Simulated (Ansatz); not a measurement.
# Si2Mo (I4/mmm) in Ansatz: further runs

One crystal, Si2Mo, is run at these levels: LDA, r2SCAN; tasks: band structure, single point, equation of state.

All numbers are computed with Ansatz 0.2.0; they aren't measurements. Logs are shortened: lines on timing, memory, paths and dates and some standing lists are left out, and cuts for length are marked.

### 1 Starting point

It takes space group I4/mmm (No. 139, tetragonal). The conventional cell has a = 3.200 Å, b = 3.200 Å, c = 7.861 Å, α = 90.00°, β = 90.00°, γ = 90.00°. Mo (site symmetry 4/mmm) has 10 Si at 2.62 Å as nearest neighbours. Si (site symmetry 4mm) has 5 Si at 2.61 to 2.63 Å and 5 Mo at 2.62 Å as nearest neighbours.

### 2 Band structure, LDA

input.yaml reads:

```yaml
crystal:
  lattice:
    - [-1.6, 1.6, 3.9305]
    - [1.6, -1.6, 3.9305]
    - [1.6, 1.6, -3.9305]
  atoms:
    - { symbol: Mo, position: [0.0, 0.0, 0.0] }
    - { symbol: Si, position: [0.667, 0.667, 0.0] }
    - { symbol: Si, position: [0.333, 0.333, 0.0] }
hamiltonian:
  xc: lda
  pseudopotentials: { kind: paw }
kpoints:
  mp_grid: { grid: [12, 12, 12] }
  band_path:
    path:
      - [[0.0, 0.0, 0.0], [-0.5, 0.5, 0.0], [-0.5, 0.5, -0.0828541695], [-0.2914270847, 0.2914270847, -0.2914270847], [0.0, 0.0, 0.0], [0.5, 0.5, -0.5], [0.2914270847, 0.7085729153, -0.7085729153], [0.0, 0.5, -0.5], [-0.25, 0.75, -0.25], [0.0828541695, 0.9171458305, -0.5], [0.5, 0.5, -0.5]]
      - [[-0.5, 0.5, 0.0], [-0.25, 0.75, -0.25]]
    npoints: 14
scf:
  occupations: { method: fermi_dirac, width: 0.05 }
  n_extra_bands: 7
output:
  forces: true
  stress: true
  eigenvalues: true
  fatbands: true
```

Potentials or basis: Ansatz PAW.

Started as:

```sh
$ ansatz run input.yaml --threads 2 --pin off --max-ram 5632MiB --backend cpu --events-out ev --progress --plain --runs-dir out
```

Output:

```text
Warning: RAYON_NUM_THREADS=2 ignored (pool sized by the plan → 2); use --threads N
basis.fft_grid_basis auto: the FFT boxes are laid along the combinations [[1, 0, 1], [0, 1, 1], [0, 0, 1]] of the cell's own vectors, 3.200, 3.200 and 4.535 Å long. The dense box has 24×24×32 points. Along the cell's own vectors, as sized, it would have 32×32×32, 1.78 times as many. Of the 16 symmetry operations that the crystal satisfies within crystal.symmetry.tolerance (time reversal apart; of a slab, those that keep its plane) the dense box along the cell's own vectors carries 16, and the one as laid loses 12 of those. basis.fft_grid_basis: typed keeps the cell's own vectors: state it where this run's energies or levels are differenced outside the engine with another run's, or held beside a run that keeps those vectors.
scf.n_extra_bands = 7 over 11 filled bands (N_el = 22.0): the run solves 18 bands
Engine: ansatz 0.2.0, aarch64-unknown-linux-gnu
Pseudopotentials: kind: paw
Pseudopotential: Mo, paw, valence charge 14, recommended cutoff 420 eV (normal), Mo.paw.azcp
Pseudopotential: Si, paw, valence charge 4, recommended cutoff 420 eV (normal), Si.paw.azcp
Functional definition: SPW92
  exchange = slater_x
  correlation = pw_c
Crystal: 3 atoms, lattice volume = 40.248 Å³
Basis set: ecut = 420 eV, 769 PW (Γ), FFT grids on a1+a3, a2+a3, a3
Bands: 18, of which v1, the nominal top of the filled ones, is band 11 counted from 1 (10 counted from 0)
Symmetry: 16 space group operations
Space group: I4/mmm (ITA 139), of the structure as read, at distance tolerance 3.4e-5 Å
k-points: 163 of 1728
Non-local potential: Mo, projectors of the file, l = 0: 3, l = 1: 2, l = 2: 2, l = 3: 1
Non-local potential: Si, projectors of the file, l = 0: 2, l = 1: 2, l = 2: 2
PAW form: soft (Blöchl's): semilocal exchange-correlation on the pseudo side does not see the compensation charge
PAW frozen core: Mo, regenerated for the run's functional, and the local potential with it (the file was generated under x = pbe(κ = 0.804, μ = 0.2195149727645171), c = pbe(β = 0.06672455060314922))
PAW frozen core: Si, regenerated for the run's functional, and the local potential with it (the file was generated under x = pbe(κ = 0.804, μ = 0.2195149727645171), c = pbe(β = 0.06672455060314922))
PAW one-centre angular grid: Mo, 590 points (default); XC on 64 Gauss nodes
PAW one-centre angular grid: Si, 110 points (default); XC on 64 Gauss nodes
Initial density: superposition of atomic densities (neutral atoms: chi_scale 0, normalization atom), corrected by the library's trained network
Initial wavefunctions: pseudopotential atomic-orbital guess
Functional: x = slater, c = lda
SCF iter   1: F=—  HF=-6061.900712 eV  |F-HF|=—  |Δ(HF+E_count)|=         —  Δρ=7.28e-3  dr2=1.26e-2  ethr=1.77e-3  ⟨swp⟩=5.4  Hψ=16409  notcnv=0  defer=1
preconditioner: auto → none  [insulator: Δε(μ)=0.137 eV  Ē_g=9.374 eV  σ=0.050 eV  W_gap=0.60  n_scr=10 (ndim 8)  ℏωp=21.9 eV  f_vac=0.000  D(μ)=0.24/eV (n_scr^D=0)  ε∞_Penn≈6.5]
SCF iter   2: F=—  HF=-6061.897118 eV  |F-HF|=—  |Δ(HF+E_count)|=   3.59e-3  Δρ=3.08e-3  dr2=1.48e-3  ethr=5.72e-5  ⟨swp⟩=1.1  Hψ=4296  notcnv=0  defer=93
SCF iter   3: F=—  HF=-6061.896826 eV  |F-HF|=—  |Δ(HF+E_count)|=   2.92e-4  Δρ=6.77e-4  dr2=8.21e-5  ethr=6.74e-6  ⟨swp⟩=2.4  Hψ=3843  notcnv=0  defer=94
SCF iter   4: F=—  HF=-6061.896815 eV  |F-HF|=—  |Δ(HF+E_count)|=   1.15e-5  Δρ=1.46e-4  dr2=5.18e-6  ethr=3.73e-7  ⟨swp⟩=2.3  Hψ=3801  notcnv=0  defer=94
iter 5 did not close the SCF: its close was put off for the readings that it lacked (scf_convergence_deferred on its scf_iter line)
SCF iter   5: F=-6061.896815 eV  HF=-6061.896815 eV  |F-HF|=1.11e-9  |Δ(HF+E_count)|=   8.38e-8  Δρ=1.40e-5  dr2=2.95e-8  ethr=2.36e-8  ⟨swp⟩=1.8  Hψ=3404  notcnv=0  defer=93
SCF iter   6: F=-6061.896815 eV  HF=-6061.896815 eV  |F-HF|=1.96e-10  |Δ(HF+E_count)|=   4.89e-9  Δρ=2.53e-6  dr2=8.76e-10  ethr=1.34e-10  ⟨swp⟩=5.2  Hψ=12228  notcnv=0
SCF 1 converged in 6 iterations: F = -6061.896815 eV  dr2 = 8.76e-10
NSCF: frozen V_eff on 156 k-points
SCF converged after 6 iterations
Free energy (F): -6061.896815 eV
Harris-Foulkes:  -6061.896815 eV  (|F-HF|=1.96e-10)
Internal energy: -6061.894568 eV  (E = F + TS)
E sigma→0 (E₀):  -6061.895692 eV
Entropy (-TS):   -0.002246 eV (-0.749 meV/atom)
Fermi energy:    15.737113 eV
--- Per-component energies (eV) ---
  E_band       = -51.142508
  E_kinetic    = 531.821439
  E_local      = -1156.103562  (includes V_loc(G=0)·N_el)
  E_nonlocal   = 199.850468
  E_hartree    = 427.898060
  E_xc         = -296.814181
  E_vxc        = -329.242429  (∫ρ·V_xc dr)
  E_paw        = -4061.666182  (= ΣΔE_a)
  E_vpaw       = -153.264424  (= ΣTr[D̂ρ^β])
  E_aug_tail   = 0.000030  (compensation charges beyond the density's cutoff)
  E_ewald      = -1707.522119
  E_core_change = 0.641478  (= ΣΔE_core)
  E_smearing   = -0.002246  (= −TS)
  E_closure    = 0.000000  (closes the sum)
  Σ components = -6061.896815   (vs F -6061.896815, Δ=0.00e0)
--- Forces (eV/Å), atoms counted from 1 ---
  atom   1  Mo     0.00000000    -0.00000000     0.00000000
  atom   2  Si    -0.00000000     0.00000000    -0.37633291
  atom   3  Si     0.00000000     0.00000000     0.37633291
  max |Σ_I F_I| component: 1.11e-16 eV/Å
--- Stress (GPa, compression-positive) ---
       -5.489461      -0.000000       0.000000
       -0.000000      -5.489461       0.000000
        0.000000       0.000000      -7.397133
  P = ⅓ Tr σ = -6.1254 GPa (-61.254 kbar)
--- Band table (eV; the first three rows and the last of 163) ---
  k-point 0: bands = ["-44.8647", "-19.0882", "-18.9812", "-18.9812", "2.3219", "9.4193", "12.2620", "12.6897", "13.0835", "13.0835", "16.1480", "18.7600", "18.9229", "19.3605", "19.3605", "19.7726", "20.7446", "20.7446"]
  k-point 1: bands = ["-44.8622", "-19.0848", "-18.9982", "-18.9958", "2.5359", "9.6103", "11.6166", "12.5659", "12.7556", "13.7848", "15.3935", "18.2066", "19.1123", "19.2493", "19.4471", "20.1681", "21.2520", "21.6234"]
  k-point 2: bands = ["-44.8555", "-19.0756", "-19.0431", "-19.0358", "3.1567", "10.0764", "10.9175", "11.5196", "12.9653", "13.9421", "14.3304", "17.9158", "19.1125", "19.4315", "19.5702", "20.3632", "22.9098", "23.0716"]
  k-point 162: bands = ["-44.8641", "-19.1124", "-18.9828", "-18.9828", "4.1479", "5.7646", "12.2219", "13.4381", "15.1412", "15.1412", "15.2200", "15.2200", "16.2819", "20.3029", "20.7525", "21.6847", "24.1420", "24.8461"]
```

It took 4.9 s on 2 threads of Arm Neoverse V1, shared host; peak memory 0.37 GiB.

Results:

```yaml
Free_energy: -6061.8968 eV
Pressure: -6.1 GPa
Largest_force: 0.376 eV/Å
Band_gap_on_the_k_mesh: none (metal or under the smearing width)
```

Forces in eV/Å, atoms in the order of the input:
```
Mo   0.000  0.000  0.000
Si   0.000  0.000 -0.376
Si   0.000  0.000  0.376
```

Stress tensor (GPa, compression positive):
```
-5.49  0.00  0.00
 0.00 -5.49  0.00
 0.00  0.00 -7.40
```

Levels at the corners of the path, in eV from the Fermi level:
| point | band 7 | band 8 | band 9 | band 10 | band 11 | band 12 | band 13 | band 14 | band 15 | band 16 |
| --- | --- | --- | --- | --- | --- | --- | --- | --- | --- | --- |
| Γ | -3.48 | -3.05 | -2.65 | -2.65 | 0.41 | 3.02 | 3.19 | 3.62 | 3.62 | 4.04 |
| X | -5.65 | -5.29 | -4.48 | -3.06 | -1.10 | 2.27 | 2.67 | 2.98 | 3.25 | 4.85 |
| Y | -5.54 | -4.49 | -3.89 | -2.93 | -1.69 | 1.75 | 1.93 | 2.54 | 4.69 | 5.56 |
| S | -6.74 | -2.80 | -2.41 | -2.32 | -0.43 | 1.48 | 3.08 | 3.55 | 4.45 | 4.51 |
| Γ | -3.48 | -3.05 | -2.65 | -2.65 | 0.41 | 3.02 | 3.19 | 3.62 | 3.62 | 4.04 |
| Z | -3.52 | -2.30 | -0.60 | -0.60 | -0.52 | -0.52 | 0.54 | 4.57 | 5.02 | 5.95 |
| S1 | -6.74 | -2.80 | -2.41 | -2.32 | -0.43 | 1.48 | 3.08 | 3.55 | 4.45 | 4.51 |
| N | -4.91 | -4.43 | -2.63 | -2.50 | -0.52 | 2.22 | 3.00 | 3.97 | 4.23 | 5.49 |
| P | -6.27 | -6.26 | -2.77 | -2.03 | -2.03 | 0.17 | 2.27 | 4.01 | 4.01 | 4.17 |
| Y1 | -5.54 | -4.49 | -3.89 | -2.93 | -1.69 | 1.75 | 1.93 | 2.54 | 4.69 | 5.56 |
| Z | -3.52 | -2.30 | -0.60 | -0.60 | -0.52 | -0.52 | 0.54 | 4.57 | 5.02 | 5.95 |
| X | -5.65 | -5.29 | -4.48 | -3.06 | -1.10 | 2.27 | 2.67 | 2.98 | 3.25 | 4.85 |
| P | -6.27 | -6.26 | -2.77 | -2.03 | -2.03 | 0.17 | 2.27 | 4.01 | 4.01 | 4.17 |

Caveat: the PAW data sets come from PBE, with cores solved anew for the run's functional, which leaves a small shift of forces and pressure.

### 3 Single point, LDA, 12.61 Å³/atom (volume scaled by 0.94)

input.yaml reads:

```yaml
crystal:
  lattice:
    - [-1.5673377739, 1.5673377739, 3.8502632003]
    - [1.5673377739, -1.5673377739, 3.8502632003]
    - [1.5673377739, 1.5673377739, -3.8502632003]
  atoms:
    - { symbol: Mo, position: [0.0, 0.0, 0.0] }
    - { symbol: Si, position: [0.667, 0.667, 0.0] }
    - { symbol: Si, position: [0.333, 0.333, 0.0] }
hamiltonian:
  xc: lda
  pseudopotentials: { kind: paw }
kpoints:
  mp_grid: { grid: [12, 12, 12] }
scf:
  occupations: { method: fermi_dirac, width: 0.05 }
output:
  forces: true
  stress: true
  eigenvalues: true
```

Potentials or basis: Ansatz PAW.

Started as:

```sh
$ ansatz run input.yaml --threads 2 --pin off --max-ram 5632MiB --backend cpu --events-out ev --progress --plain --runs-dir out
```

It took 2.4 s on 2 threads of Arm Neoverse V1, shared host; peak memory 0.36 GiB.

Results (log left out):

```
Free energy            : -6061.8868 eV
Pressure               : 8.3 GPa
Largest force          : 0.278 eV/Å
Band gap on the k mesh : none (metal or under the smearing width)
```

Caveat: the PAW data sets come from PBE, with cores solved anew for the run's functional, which leaves a small shift of forces and pressure.

### 4 Single point, LDA, 12.88 Å³/atom (volume scaled by 0.96)

Edit input.yaml of step 3 so:

```diff
@@ -2,5 +2,5 @@
   lattice:
-    - [-1.5673377739, 1.5673377739, 3.8502632003]
-    - [1.5673377739, -1.5673377739, 3.8502632003]
-    - [1.5673377739, 1.5673377739, -3.8502632003]
+    - [-1.5783757276, 1.5783757276, 3.8773786233]
+    - [1.5783757276, -1.5783757276, 3.8773786233]
+    - [1.5783757276, 1.5783757276, -3.8773786233]
   atoms:
```

Started as:

```sh
$ ansatz run input.yaml --threads 2 --pin off --max-ram 5632MiB --backend cpu --events-out ev --progress --plain --runs-dir out
```

Run time: 2.5 s. Hardware: 2 threads of Arm Neoverse V1, shared host; peak memory 0.36 GiB.

Results (log left out):

```yaml
Free_energy: -6061.9146 eV
Pressure: 2.9 GPa
Largest_force: 0.313 eV/Å
Band_gap_on_the_k_mesh: none (metal or under the smearing width)
```

Caveat: the PAW data sets come from PBE, with cores solved anew for the run's functional, which leaves a small shift of forces and pressure.

### 5 Single point, LDA, 13.15 Å³/atom (volume scaled by 0.98)

Edit input.yaml of step 4 so:

```diff
@@ -2,5 +2,5 @@
   lattice:
-    - [-1.5783757276, 1.5783757276, 3.8773786233]
-    - [1.5783757276, -1.5783757276, 3.8773786233]
-    - [1.5783757276, 1.5783757276, -3.8773786233]
+    - [-1.5892614214, 1.5892614214, 3.9041200105]
+    - [1.5892614214, -1.5892614214, 3.9041200105]
+    - [1.5892614214, 1.5892614214, -3.9041200105]
   atoms:
```

Started as:

```sh
$ ansatz run input.yaml --threads 2 --pin off --max-ram 5632MiB --backend cpu --events-out ev --progress --plain --runs-dir out
```

It took 2.5 s on 2 threads of Arm Neoverse V1, shared host; peak memory 0.36 GiB.

It converged, with:

| Item | Value |
| --- | --- |
| Free energy | -6061.9171 eV |
| Pressure | -1.9 GPa |
| Largest force | 0.346 eV/Å |
| Band gap on the k mesh | none (metal or under the smearing width) |

Caveat: the PAW data sets come from PBE, with cores solved anew for the run's functional, which leaves a small shift of forces and pressure.

### 6 Single point, LDA, 13.42 Å³/atom

Edit input.yaml of step 5 so:

```diff
@@ -2,5 +2,5 @@
   lattice:
-    - [-1.5892614214, 1.5892614214, 3.9041200105]
-    - [1.5892614214, -1.5892614214, 3.9041200105]
-    - [1.5892614214, 1.5892614214, -3.9041200105]
+    - [-1.6, 1.6, 3.9305]
+    - [1.6, -1.6, 3.9305]
+    - [1.6, 1.6, -3.9305]
   atoms:
@@ -20 +20,5 @@
   eigenvalues: true
+  write_density: true
+  write_potential: true
+  elf: true
+  volumetric_format: npy
```

Potentials or basis: Ansatz PAW.

Started as:

```sh
$ ansatz run input.yaml --threads 2 --pin off --max-ram 5632MiB --backend cpu --events-out ev --progress --plain --runs-dir out
```

Wall time 4 s (2 threads of Arm Neoverse V1, shared host); peak memory 0.37 GiB.

The run converged. Its results:

```
Free energy            : -6061.8968 eV
Pressure               : -6.1 GPa
Largest force          : 0.376 eV/Å
Band gap on the k mesh : none (metal or under the smearing width)
```

Caveat: the PAW data sets come from PBE, with cores solved anew for the run's functional, which leaves a small shift of forces and pressure.

### 7 Single point, LDA, 13.68 Å³/atom (volume scaled by 1.02)

Edit input.yaml of step 6 so:

```diff
@@ -2,5 +2,5 @@
   lattice:
-    - [-1.6, 1.6, 3.9305]
-    - [1.6, -1.6, 3.9305]
-    - [1.6, 1.6, -3.9305]
+    - [-1.6105963353, 1.6105963353, 3.9565305599]
+    - [1.6105963353, -1.6105963353, 3.9565305599]
+    - [1.6105963353, 1.6105963353, -3.9565305599]
   atoms:
@@ -20,5 +20 @@
   eigenvalues: true
-  write_density: true
-  write_potential: true
-  elf: true
-  volumetric_format: npy
```

Started as:

```sh
$ ansatz run input.yaml --threads 2 --pin off --max-ram 5632MiB --backend cpu --events-out ev --progress --plain --runs-dir out
```

Wall time 2.5 s (2 threads of Arm Neoverse V1, shared host); peak memory 0.36 GiB.

It converged, with:

```yaml
Free_energy: -6061.8563 eV
Pressure: -9.9 GPa
Largest_force: 0.405 eV/Å
Band_gap_on_the_k_mesh: none (metal or under the smearing width)
```

Caveat: the PAW data sets come from PBE, with cores solved anew for the run's functional, which leaves a small shift of forces and pressure.

### 8 Single point, LDA, 13.95 Å³/atom (volume scaled by 1.04)

Edit input.yaml of step 7 so:

```diff
@@ -2,5 +2,5 @@
   lattice:
-    - [-1.6105963353, 1.6105963353, 3.9565305599]
-    - [1.6105963353, -1.6105963353, 3.9565305599]
-    - [1.6105963353, 1.6105963353, -3.9565305599]
+    - [-1.6210550461, 1.6210550461, 3.9822230367]
+    - [1.6210550461, -1.6210550461, 3.9822230367]
+    - [1.6210550461, 1.6210550461, -3.9822230367]
   atoms:
@@ -20 +20,5 @@
   eigenvalues: true
+  write_density: true
+  write_potential: true
+  elf: true
+  volumetric_format: npy
```

Started as:

```sh
$ ansatz run input.yaml --threads 2 --pin off --max-ram 5632MiB --backend cpu --events-out ev --progress --plain --runs-dir out
```

It took 4.4 s on 2 threads of Arm Neoverse V1, shared host; peak memory 0.38 GiB.

Results (log left out):

```
Free energy            : -6061.7976 eV
Pressure               : -13.4 GPa
Largest force          : 0.432 eV/Å
Band gap on the k mesh : none (metal or under the smearing width)
```

Caveat: the PAW data sets come from PBE, with cores solved anew for the run's functional, which leaves a small shift of forces and pressure.

### 9 Single point, LDA, 14.22 Å³/atom (volume scaled by 1.06)

input.yaml reads:

```yaml
crystal:
  lattice:
    - [-1.6313805159, 1.6313805159, 4.0075881985]
    - [1.6313805159, -1.6313805159, 4.0075881985]
    - [1.6313805159, 1.6313805159, -4.0075881985]
  atoms:
    - { symbol: Mo, position: [0.0, 0.0, 0.0] }
    - { symbol: Si, position: [0.667, 0.667, 0.0] }
    - { symbol: Si, position: [0.333, 0.333, 0.0] }
hamiltonian:
  xc: lda
  pseudopotentials: { kind: paw }
kpoints:
  mp_grid: { grid: [12, 12, 12] }
scf:
  occupations: { method: fermi_dirac, width: 0.05 }
output:
  forces: true
  stress: true
  eigenvalues: true
```

Potentials or basis: Ansatz PAW.

Started as:

```sh
$ ansatz run input.yaml --threads 2 --pin off --max-ram 5632MiB --backend cpu --events-out ev --progress --plain --runs-dir out
```

Run time: 2.9 s. Hardware: 2 threads of Arm Neoverse V1, shared host; peak memory 0.36 GiB.

The run converged. Its results:

| Property | Result |
| --- | --- |
| Free energy | -6061.7227 eV |
| Pressure | -16.4 GPa |
| Largest force | 0.456 eV/Å |
| Band gap on the k mesh | none (metal or under the smearing width) |

Caveat: the PAW data sets come from PBE, with cores solved anew for the run's functional, which leaves a small shift of forces and pressure.

### 10 Equation of state, LDA

No new run: the results of the series are fitted here.

What came out:

| Quantity | Value |
| --- | --- |
| Equilibrium volume | 13.04 Å³/atom |
| Bulk modulus at fixed shape and positions | 229 GPa |
| Pressure derivative of the bulk modulus | 4.5 |

Energy against volume, from the lowest point:
```
volume (Å³/atom)  energy (meV/atom)
          12.611              10.10
          12.879               0.82
          13.148               0.00
          13.416               6.75
          13.684              20.26
          13.953              39.83
          14.221              64.79
```

Caveat: the cell was scaled at fixed shape and fractional positions, which overstates the stiffness of a crystal with free parameters, most of all of layers and chains.

[end of part 1 of 2]
